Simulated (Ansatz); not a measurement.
# How the conductance of NiSi2/Si/CoSi2 changes with thickness, part 2 of 3

Wanted: T(E), the conductance and its decay constant for NiSi2/Si/CoSi2. The lower electrode is NiSi2 fluorite(111) turned by 180 degrees (type B), the upper one CoSi2 fluorite(111) turned by 180 degrees (type B); the barrier is Si diamond(111) (whole bilayers). In the first transport cell, after relaxation, the nearest pair of electrode and barrier is Si–Si at 2.37 Å, along the normal, at the lower face and Si–Si at 2.39 Å, along the normal, at the upper one. All share a net of side 3.84 Å, which strains the lower electrode by +0.0 %, the upper one by +1.3 % and the barrier by -0.7 %, against typed lattice constants near PBE's. The first steps treat the bulk electrodes alone.

Ansatz 0.2.0; PBE DFT, plane waves, PAW files (the session's first sound run).

So far, transmission at the Fermi level (a spin, zone mean): step 5 (the open system: T(E)) 0.0759. Also channels of the lower lead: step 5 1.16.

**6. Conductance on a fine mesh, atomic planes in the barrier 4, gap between the electrodes 8.73 Å**

System of this step: NiSi2/Si/CoSi2. The cell holds 55 atoms: 38 Si, 8 Ni and 9 Co. Cell: a = 3.840 Å, b = 3.840 Å, c = 73.406 Å, α = 90.0°, β = 90.0°, γ = 120.0°. Regions: left electrode, 25 atoms (17 Si and 8 Ni); barrier, 4 atoms (4 Si); right electrode, 26 atoms (17 Si and 9 Co). Vacuum lies along c.

The conductance needs T(E) within ten thermal energies of the Fermi level, on steps under 1.5 kT, and a finer mesh (24×24), since the current can rest on few wavevectors.

File input.yaml:

```yaml
crystal:
  lattice:
    - [3.84, 0.0, 0.0]
    - [-1.92, 3.3255375505, 0.0]
    - [0.0, 0.0, 73.4064270011]
  atoms:
    - { symbol: Si, position: [0.0, 0.0, 0.0953594976] }
    - { symbol: Si, position: [0.33333333, 0.66666667, 0.1166344349] }
    - { symbol: Ni, position: [0.0, 0.0, 0.127539679] }
    - { symbol: Si, position: [0.66666667, 0.33333333, 0.138444923] }
    - { symbol: Si, position: [0.0, 0.0, 0.1597198603] }
    - { symbol: Ni, position: [0.66666667, 0.33333333, 0.1706251043] }
    - { symbol: Si, position: [0.33333333, 0.66666667, 0.1815303484] }
    - { symbol: Si, position: [0.66666667, 0.33333333, 0.2028052857] }
[... 43 atom lines left out ...]
    - { symbol: Co, position: [0.33333333, 0.66666667, 0.8628795911] }
    - { symbol: Si, position: [0.0, 0.0, 0.8730460713] }
    - { symbol: Si, position: [0.33333333, 0.66666667, 0.8944740222] }
    - { symbol: Co, position: [0.0, 0.0, 0.9046405024] }
kpoints:
  mp_grid: { grid: [8, 8, 1] }
scf:
  occupations: { method: fermi_dirac, width: 0.1 }
  max_iter: 150
hamiltonian:
  xc: pbe
output:
  transmission:
    kmesh: [24, 24]
    e_range: [-0.26, 0.27]
    de: 0.0375
    leads: [[10, 13], [41, 44]]
```

Command:

```bash
$ ansatz run input.yaml --threads 8 --pin off --max-ram 24576MiB --backend cpu --events-out ev --progress --plain --runs-dir out
```

The job ended after 3.3 min (8 threads of Arm Neoverse V2, shared host; peak memory 9.2 GiB; 21 min of CPU time).

Numbers from this step:

One spin. Transmission, zone mean against energy, zero at the Fermi level:

```
energy (eV)  transmission, zone mean
     -0.260                    0.111
     -0.223                    0.131
     -0.185                    0.141
     -0.147                    0.145
     -0.110                    0.137
     -0.072                    0.125
     -0.035                    0.136
      0.003                    0.124
      0.040                    0.113
      0.077                    0.114
      0.115                    0.128
      0.152                    0.133
      0.190                    0.131
      0.228                    0.135
      0.265                    0.131
```

One spin. The open channels, zone mean by energy, zero at the Fermi level:

```
energy (eV)  lower lead  upper lead
     -0.260       0.821        1.60
     -0.223       0.852        1.55
     -0.185       0.894        1.47
     -0.147       0.925        1.45
     -0.110        1.01        1.42
     -0.072        1.03        1.37
     -0.035        1.03        1.35
      0.003        1.06        1.37
      0.040        1.06        1.26
      0.077        1.08        1.23
      0.115        1.13        1.21
      0.152        1.15        1.20
      0.190        1.19        1.20
      0.228        1.24        1.17
      0.265        1.28        1.12
```

Transmission over k1 and k2. At 0.0025 eV from the Fermi level.

Ten even steps from '_' (0.000) to '@' (0.705):
```
________________________________________________
________________________________________________
__________..--____--..__________________________
________..----__::__----..______________________
______..--++::..____..::++--..__________________
______----::....++::++....::----________________
__________....%%##....##%%....__________________
________::__++##%%**--**%%##++__::______________
______--____::..**##@@@@##**..::____--__________
______..--..++..--@@%%%%%%@@--..++..--..________
________--::..##**@@%%....%%@@**##..::--________
________..++..%%%%##%%..__..%%##%%%%..++..______
__________--::..##**@@%%....%%@@**##..::--______
__________..--..++..--@@%%%%%%@@--..++..--..____
____________--____::..**##@@@@##**..::____--____
________________::__++##%%**--**%%##++__::______
____________________....%%##....##%%....________
__________________----::....++::++....::----____
____________________..--++::..____..::++--..____
________________________..----__::__----..______
____________________________..--____--..________
________________________________________________
________________________________________________
________________________________________________
```
Columns: k1 (b1) from -0.5 to 0.458; rows upwards: k2 (b2) from -0.5 to 0.458.

G = 7.6e13 S/m² (1/G = 0.0132 Ω µm²). The largest error estimate is 13 %, from the mesh across the current. In the worse lead the potential repeats within 7.1 meV, which the program lets pass, though it still puts 6.3 % of error on the junction's conductance through them. By hand, Landauer's formula with T at one energy: G = (e²/h) ΣT / A = 3.874e-5 S × 0.247 / 12.77 Å² = 7.5e13 S/m², with T summed over both spins. The printed value averages T over the Fermi window and is 1.0 times this.

**7. Conductance on a fine mesh, 57 atoms**

System of this step: NiSi2/Si/CoSi2. The cell holds 57 atoms: 40 Si, 8 Ni and 9 Co. Its edges and angles: a = 3.840 Å, b = 3.840 Å, c = 76.580 Å, α = 90.0°, β = 90.0°, γ = 120.0°. Regions: left electrode, 25 atoms (17 Si and 8 Ni); barrier, 6 atoms (6 Si); right electrode, 26 atoms (17 Si and 9 Co). Vacuum lies along c.

Barrier layers are added or taken out in the middle, and the relaxed faces stay.

File input.yaml:

```yaml
crystal:
  lattice:
    - [3.84, 0.0, 0.0]
    - [-1.92, 3.3255375505, 0.0]
    - [0.0, 0.0, 76.58001516]
  atoms:
    - { symbol: Si, position: [0.0, 0.0, 0.0914076601] }
    - { symbol: Si, position: [0.33333333, 0.66666667, 0.1118009329] }
    - { symbol: Ni, position: [0.0, 0.0, 0.1222542476] }
    - { symbol: Si, position: [0.66666667, 0.33333333, 0.1327075623] }
    - { symbol: Si, position: [0.0, 0.0, 0.153100835] }
    - { symbol: Ni, position: [0.66666667, 0.33333333, 0.1635541497] }
    - { symbol: Si, position: [0.33333333, 0.66666667, 0.1740074644] }
    - { symbol: Si, position: [0.66666667, 0.33333333, 0.1944007372] }
[... 45 atom lines left out ...]
    - { symbol: Co, position: [0.66666667, 0.33333333, 0.868562062] }
    - { symbol: Si, position: [0.33333333, 0.66666667, 0.8783072284] }
    - { symbol: Si, position: [0.66666667, 0.33333333, 0.8988471735] }
    - { symbol: Co, position: [0.33333333, 0.66666667, 0.9085923399] }
kpoints:
  mp_grid: { grid: [8, 8, 1] }
scf:
  occupations: { method: fermi_dirac, width: 0.1 }
  max_iter: 150
hamiltonian:
  xc: pbe
output:
  transmission:
    kmesh: [24, 24]
    e_range: [-0.26, 0.27]
    de: 0.0375
    leads: [[10, 13], [43, 46]]
```

Elapsed: 4.1 min, on 8 threads; peak memory 9.5 GiB; 28 min of CPU time.

This step gave:

One spin. Transmission, zone mean against energy, zero at the Fermi level:

```
energy (eV)  transmission, zone mean
     -0.260                   0.0527
     -0.223                   0.0663
     -0.185                   0.0701
     -0.147                   0.0787
     -0.110                   0.0735
     -0.072                   0.0682
     -0.035                   0.0767
      0.003                   0.0648
      0.040                   0.0578
      0.077                   0.0566
      0.115                   0.0649
      0.152                   0.0683
      0.190                   0.0646
      0.228                   0.0633
      0.265                   0.0614
```

One spin. Open channels, zone mean against energy, zero at the Fermi level:

```
energy (eV)  lower lead  upper lead
     -0.260       0.821        1.60
     -0.223       0.852        1.55
     -0.185       0.894        1.47
     -0.147       0.925        1.45
     -0.110        1.01        1.42
     -0.072        1.03        1.37
     -0.035        1.03        1.35
      0.003        1.06        1.37
      0.040        1.06        1.26
      0.077        1.08        1.23
      0.115        1.13        1.21
      0.152        1.15        1.20
      0.190        1.19        1.20
      0.228        1.26        1.17
      0.265        1.28        1.12
```

Transmission over k1 and k2. At 0.0025 eV from the Fermi level.

Ten even steps from '_' (0.000) to '@' (0.519):
```
________________________________________________
________________________________________________
________________________________________________
__________......__......________________________
________..::::________::::..____________________
________..::::..--..--..::::..__________________
________..__..====____====..__..________________
____________--==============--__________________
________..__..__====####====__..__..____________
________..__--__==##@@@@@@##==__--__..__________
________..::..====##@@----@@##====..::..________
__________::::======@@--__--@@======::::________
__________..::..====##@@----@@##====..::..______
____________..__--__==##@@@@@@##==__--__..______
______________..__..__====####====__..__..______
____________________--==============--__________
__________________..__..====____====..__..______
____________________..::::..--..--..::::..______
______________________..::::________::::..______
__________________________......__......________
________________________________________________
________________________________________________
________________________________________________
________________________________________________
```
Columns: k1 (b1) from -0.5 to 0.458; rows upwards: k2 (b2) from -0.5 to 0.458.

G = 4.0e13 S/m² (1/G = 0.0252 Ω µm²), 0.53 times the step before of this kind. The largest error estimate is 11 %, from the mesh across the current. In the worse lead the potential repeats within 7.2 meV, which the program lets pass, though it still puts 6.2 % of error on the junction's conductance through them.

**8. Conductance on a fine mesh, atomic planes in the barrier 8, gap between the electrodes 15.07 Å**

System of this step: NiSi2/Si/CoSi2. The cell holds 59 atoms: 42 Si, 8 Ni and 9 Co. Its edges and angles: a = 3.840 Å, b = 3.840 Å, c = 79.754 Å, α = 90.0°, β = 90.0°, γ = 120.0°. Regions: left electrode, 25 atoms (17 Si and 8 Ni); barrier, 8 atoms (8 Si); right electrode, 26 atoms (17 Si and 9 Co). Vacuum lies along c.

File input.yaml:

```yaml
crystal:
  lattice:
    - [3.84, 0.0, 0.0]
    - [-1.92, 3.3255375505, 0.0]
    - [0.0, 0.0, 79.7536033189]
  atoms:
    - { symbol: Si, position: [0.0, 0.0, 0.087770329] }
    - { symbol: Si, position: [0.33333333, 0.66666667, 0.1073521042] }
    - { symbol: Ni, position: [0.0, 0.0, 0.1173894563] }
    - { symbol: Si, position: [0.66666667, 0.33333333, 0.1274268084] }
    - { symbol: Si, position: [0.0, 0.0, 0.1470085837] }
    - { symbol: Ni, position: [0.66666667, 0.33333333, 0.1570459358] }
    - { symbol: Si, position: [0.33333333, 0.66666667, 0.1670832879] }
    - { symbol: Si, position: [0.66666667, 0.33333333, 0.1866650631] }
[... 47 atom lines left out ...]
    - { symbol: Co, position: [0.0, 0.0, 0.8737922944] }
    - { symbol: Si, position: [0.66666667, 0.33333333, 0.8831496771] }
    - { symbol: Si, position: [0.0, 0.0, 0.9028722883] }
    - { symbol: Co, position: [0.66666667, 0.33333333, 0.912229671] }
kpoints:
  mp_grid: { grid: [8, 8, 1] }
scf:
  occupations: { method: fermi_dirac, width: 0.1 }
  max_iter: 150
hamiltonian:
  xc: pbe
output:
  transmission:
    kmesh: [24, 24]
    e_range: [-0.26, 0.27]
    de: 0.0375
    leads: [[10, 13], [45, 48]]
```

The job ended after 4.4 min (8 threads; peak memory 10 GiB; 30 min of CPU time).

G = 2.0e13 S/m² (1/G = 0.0499 Ω µm²), 0.50 times the step before of this kind. The largest error estimate is 16 %, from the mesh across the current. In the worse lead the potential repeats within 7.2 meV, which the program lets pass, though it still puts 8.4 % of error on the junction's conductance through them.

**9. Conductance on a fine mesh, atomic planes in the barrier 12, gap between the electrodes 21.42 Å**

System of this step: NiSi2/Si/CoSi2. The cell holds 63 atoms: 46 Si, 8 Ni and 9 Co. Its edges and angles: a = 3.840 Å, b = 3.840 Å, c = 86.101 Å, α = 90.0°, β = 90.0°, γ = 120.0°. Regions: left electrode, 25 atoms (17 Si and 8 Ni); barrier, 12 atoms (12 Si); right electrode, 26 atoms (17 Si and 9 Co). Vacuum lies along c.

File input.yaml:

```yaml
crystal:
  lattice:
    - [3.84, 0.0, 0.0]
    - [-1.92, 3.3255375505, 0.0]
    - [0.0, 0.0, 86.1007796367]
  atoms:
    - { symbol: Si, position: [0.0, 0.0, 0.0813000768] }
    - { symbol: Si, position: [0.33333333, 0.66666667, 0.099438323] }
    - { symbol: Ni, position: [0.0, 0.0, 0.1087357417] }
    - { symbol: Si, position: [0.66666667, 0.33333333, 0.1180331604] }
    - { symbol: Si, position: [0.0, 0.0, 0.1361714065] }
    - { symbol: Ni, position: [0.66666667, 0.33333333, 0.1454688252] }
    - { symbol: Si, position: [0.33333333, 0.66666667, 0.1547662439] }
    - { symbol: Si, position: [0.66666667, 0.33333333, 0.1729044901] }
[... 51 atom lines left out ...]
    - { symbol: Co, position: [0.66666667, 0.33333333, 0.8830960727] }
    - { symbol: Si, position: [0.33333333, 0.66666667, 0.891763648] }
    - { symbol: Si, position: [0.66666667, 0.33333333, 0.9100323479] }
    - { symbol: Co, position: [0.33333333, 0.66666667, 0.9186999232] }
kpoints:
  mp_grid: { grid: [8, 8, 1] }
scf:
  occupations: { method: fermi_dirac, width: 0.1 }
  max_iter: 150
hamiltonian:
  xc: pbe
output:
  transmission:
    kmesh: [24, 24]
    e_range: [-0.26, 0.27]
    de: 0.0375
    leads: [[10, 13], [49, 52]]
```

The job ended after 4.4 min (8 threads; peak memory 11 GiB).

One spin. The transmission, zone mean by energy, zero at the Fermi level:

```
energy (eV)  transmission, zone mean
     -0.260                   0.0142
     -0.223                  0.00990
     -0.185                   0.0134
     -0.147                   0.0102
     -0.110                  0.00943
     -0.072                  0.00916
     -0.035                  0.00889
      0.003                  0.00898
      0.040                   0.0138
      0.077                  0.00664
      0.115                  0.00565
      0.152                  0.00528
      0.190                  0.00495
      0.228                  0.00475
      0.265                  0.00460
```

G = 6.1e12 S/m² (1/G = 0.164 Ω µm²), 0.30 times the step before of this kind. The largest error estimate is 42 %, from the mesh across the current. In the worse lead the potential repeats within 7.1 meV, which the program lets pass, though it still puts 12 % of error on the junction's conductance through them.

**10. Conductance, atomic planes in the barrier 14, gap between the electrodes 24.59 Å**

System of this step: NiSi2/Si/CoSi2. The cell holds 65 atoms: 48 Si, 8 Ni and 9 Co. Its edges and angles: a = 3.840 Å, b = 3.840 Å, c = 89.274 Å, α = 90.0°, β = 90.0°, γ = 120.0°. Regions: left electrode, 25 atoms (17 Si and 8 Ni); barrier, 14 atoms (14 Si); right electrode, 26 atoms (17 Si and 9 Co). Vacuum lies along c.

File input.yaml:

```yaml
crystal:
  lattice:
    - [3.84, 0.0, 0.0]
    - [-1.92, 3.3255375505, 0.0]
    - [0.0, 0.0, 89.2743677956]
  atoms:
    - { symbol: Si, position: [0.0, 0.0, 0.0784099644] }
    - { symbol: Si, position: [0.33333333, 0.66666667, 0.0959034194] }
    - { symbol: Ni, position: [0.0, 0.0, 0.1048703269] }
    - { symbol: Si, position: [0.66666667, 0.33333333, 0.1138372344] }
    - { symbol: Si, position: [0.0, 0.0, 0.1313306894] }
    - { symbol: Ni, position: [0.66666667, 0.33333333, 0.1402975969] }
    - { symbol: Si, position: [0.33333333, 0.66666667, 0.1492645044] }
    - { symbol: Si, position: [0.66666667, 0.33333333, 0.1667579594] }
[... 53 atom lines left out ...]
    - { symbol: Co, position: [0.0, 0.0, 0.8872518559] }
    - { symbol: Si, position: [0.66666667, 0.33333333, 0.8956113101] }
    - { symbol: Si, position: [0.0, 0.0, 0.9132305814] }
    - { symbol: Co, position: [0.66666667, 0.33333333, 0.9215900356] }
kpoints:
  mp_grid: { grid: [8, 8, 1] }
scf:
  occupations: { method: fermi_dirac, width: 0.1 }
  max_iter: 150
hamiltonian:
  xc: pbe
output:
  transmission:
    kmesh: [24, 24]
    e_range: [-0.26, 0.27]
    de: 0.0375
    leads: [[10, 13], [51, 54]]
```

Elapsed: 4.5 min, on 8 threads; peak memory 12 GiB; 31 min of CPU time.

G = 3.5e12 S/m² (1/G = 0.284 Ω µm²), 0.58 times the step before of this kind. The largest error estimate is 55 %, from the mesh across the current. In the worse lead the potential repeats within 7.1 meV, which the program lets pass, though it still puts 15 % of error on the junction's conductance through them.

**11. Comparing the runs**

Times are for 8 threads of Arm Neoverse V2, shared host. The series side by side:

```
no.  gap between the electrodes (Å)  junction conductance (S/m²)  resistance-area product beyond the leads (Ω um²)     time  memory (GiB)
  1                            8.73                      7.55e13                                           0.01183  3.3 min           9.2
  2                            11.9                      3.97e13                                           0.02375  4.1 min           9.5
  3                           15.07                      2.00e13                                           0.04852  4.4 min            10
  4                           21.42                      6.10e12                                            0.1624  4.4 min            11
  5                           24.59                      3.53e12                                            0.2823  4.5 min            12
```

The runs together. The transmission, zone mean by energy, zero at the Fermi level:

```
energy (eV)   8.73    11.9   15.07    21.42    24.59
     -0.260  0.111  0.0527  0.0257   0.0142  0.00715
     -0.223  0.131  0.0663  0.0349  0.00990  0.00544
     -0.185  0.141  0.0701  0.0271   0.0134  0.00590
     -0.147  0.145  0.0787  0.0298   0.0102  0.00817
     -0.110  0.137  0.0735  0.0319  0.00943  0.00529
     -0.072  0.125  0.0682  0.0313  0.00916  0.00514
     -0.035  0.136  0.0767  0.0379  0.00889  0.00477
      0.003  0.124  0.0648  0.0350  0.00898  0.00461
      0.040  0.113  0.0578  0.0282   0.0138   0.0120
      0.077  0.114  0.0566  0.0259  0.00664  0.00355
      0.115  0.128  0.0649  0.0276  0.00565  0.00279
      0.152  0.133  0.0683  0.0279  0.00528  0.00251
      0.190  0.131  0.0646  0.0264  0.00495  0.00228
      0.228  0.135  0.0633  0.0262  0.00475  0.00213
      0.265  0.131  0.0614  0.0260  0.00460  0.00201
```

**12. Fit against thickness**

This step: Fit of the logarithm of the conductance against the barrier's thickness, from PBE DFT, plane waves, PAW files (Ansatz 0.2.0).

No new run: the logarithm is fitted against the thickness.

Numbers from this step:

| Quantity | Value |
| --- | --- |
| decay constant of the conductance | 0.19 Å⁻¹ |
| r.m.s. misfit of ln G | 0.04 |

From the end points alone, β = ln(7.55e+13 / 3.53e+12) / 15.86 Å = 3.06 / 15.86 Å = 0.19 Å⁻¹. One end point carries an error estimate of 55 %; a factor of 1.6 on it would move β by 0.03 Å⁻¹.

(Continued in part 3 of 3.)

[Logs are printed without paths, hosts, clocks, repeated set-up lines and the standing remarks that a program may print on its own settings, such as how far it seeks lower states.]

[Hosts, paths, dates, database ids (printed as entryN), source tags and the programs' standing remarks are cut or masked in the printed files.]
